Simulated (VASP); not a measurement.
# CoO: band structure with PBE

The system is CoO.

```
Co O
1.0
     0.00000    2.05025    2.05025
     2.05025    0.00000    2.05025
     2.05025    2.05025    0.00000
Co O
1 1
Direct
  0.00000 0.00000 0.00000
  0.50000 0.50000 0.50000
```

- Program: VASP 6.6.1
- Task: band structure
- Functional: PBE
- Potentials or basis: VASP PAW PBE potentials, release 64 (Co, O)
- Cutoff: 520 eV
- k mesh: 12 × 12 × 12
- Occupations: gaussian, width 0.02 eV
- Spin: no spin polarisation
- Further INCAR settings: ALGO = Normal; EDIFF = 1e-07

```json
{
 "Band gap along the path": "none (metal or under the smearing width)"
}
```

Levels at the corners of the path, in eV from the Fermi level:
```
point  band 4  band 5  band 6  band 7  band 8  band 9  band 10  band 11
    Γ   -3.81   -1.71   -1.71   -1.71   -1.24   -1.24     1.94    17.39
    X   -5.10   -3.00   -0.73   -0.27   -0.27   -0.06     7.31    10.64
    X   -5.10   -3.00   -0.73   -0.27   -0.27   -0.06     7.31    10.64
    W   -6.46   -0.93   -0.93   -0.27   -0.22    0.60     9.64    10.93
    W   -6.46   -0.93   -0.93   -0.27   -0.22    0.60     9.64    10.93
    K   -5.72   -1.66   -0.44   -0.28    0.09    0.54     8.90    10.67
    K   -5.72   -1.66   -0.44   -0.28    0.09    0.54     8.90    10.64
    Γ   -3.81   -1.71   -1.71   -1.71   -1.24   -1.24     1.94    17.39
    Γ   -3.81   -1.71   -1.71   -1.71   -1.24   -1.24     1.94    17.39
    L   -6.17   -0.62   -0.62   -0.27    1.82    1.82     5.59    10.72
    L   -6.17   -0.62   -0.62   -0.27    1.82    1.82     5.59    10.72
    U   -5.72   -1.66   -0.44   -0.28    0.09    0.54     8.90    10.64
    U   -5.72   -1.66   -0.44   -0.28    0.09    0.54     8.90    10.64
    W   -6.46   -0.93   -0.93   -0.27   -0.22    0.60     9.64    10.93
    W   -6.46   -0.93   -0.93   -0.27   -0.22    0.60     9.64    10.93
    L   -6.17   -0.62   -0.62   -0.27    1.82    1.82     5.59    10.72
    L   -6.17   -0.62   -0.62   -0.27    1.82    1.82     5.59    10.72
    K   -5.72   -1.66   -0.44   -0.28    0.09    0.54     8.90    10.64
    U   -5.72   -1.66   -0.44   -0.28    0.09    0.54     8.90    10.68
    X   -5.10   -3.00   -0.73   -0.27   -0.27   -0.06     7.31    10.64
```

It took 25 s on 1 thread of Intel(R) Xeon(R) Platinum 8488C (Sapphire Rapids), on a shared host, peak memory 0.15 GiB.

Caveat: the log is that of the step along the path at fixed density, whose energy, stress, charges and moments have no meaning; an odd number of electrons without spin polarisation forces a metal; a magnetic or distorted state may lie lower; the run has no spin polarisation, though such a crystal can be magnetic; semilocal functionals often make such compounds metallic where correlation or magnetic order opens a gap, which also shifts bond lengths. Spin polarisation is off, so any magnetic state and its effect on volume and gap are missing.
